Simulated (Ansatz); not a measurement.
# BN: the cost of one run

Program: Ansatz 0.2.0. Level of theory: DFT r2SCAN, scalar-relativistic, plane waves, PAW. These are calculated values, not measurements.

**1. The starting structure**

Symmetry: P6_3/mmc, No. 194, hexagonal system. The conventional cell has a = 2.504 Å, b = 2.504 Å, c = 6.661 Å, α = 90.00°, β = 90.00°, γ = 120.00°. B (site symmetry -6m2) has 3 N at 1.45 Å in its first shell of neighbours. Around N (site symmetry -6m2) lie 3 B at 1.45 Å.

Coordinates:

```xyz
4
Lattice="2.5040 0.0000 0.0000 -1.2520 2.1685 0.0000 0.0000 0.0000 6.6612" Properties=species:S:1:pos:R:3 pbc="T T T"
B     0.0000    1.4457    1.6653
B     1.2520    0.7228    4.9959
N     0.0000    1.4457    4.9959
N     1.2520    0.7228    1.6653
```

No relaxation comes first: the listed cell is the starting point.

**2. The reference cell**

The reference gives a free energy of -1088.2459 eV, pressure -0.61 GPa, largest force 0.000 eV/Å and gap on the mesh 4.84 eV. It was computed beforehand with the settings of the runs below.

**3. Setting up rattled cells**

All atoms are moved at random with no net shift, in some cells together with a random strain.

**4. At rms move = 0.060 Å**

The input, input.yaml:

```yaml
crystal:
  lattice:
    - [2.4493806732, 0.0398444117, 0.0123248208]
    - [-1.190184064, 2.1492459546, 0.0176678026]
    - [0.0327868884, 0.0732009776, 6.6093400022]
  atoms:
    - { symbol: B, position: [0.3305967878, 0.6890745149, 0.2595967288] }
    - { symbol: B, position: [0.6716967557, 0.3180690637, 0.7529167511] }
    - { symbol: "N", position: [0.3312114908, 0.6579630709, 0.7460929531] }
    - { symbol: "N", position: [0.6664949657, 0.3348933505, 0.2413935669] }
basis:
  ecutwfc: 500
kpoints:
  mp_grid: { grid: [12, 12, 4] }
hamiltonian:
  xc: r2scan
scf:
  occupations: { method: gaussian, width: 0.05 }
output:
  forces: true
  stress: true
  eigenvalues: true
```

Run with:

```
$ ansatz run input.yaml --threads 2 --pin off --max-ram 5120MiB --backend cpu --events-out ev --progress --plain --runs-dir out
```

Q: Estimate wall time and peak memory on 2 threads of Intel Xeon at 2.50GHz (Skylake/Cascade Lake), shared host.

About 24 s, with a peak of 0.55 GiB.
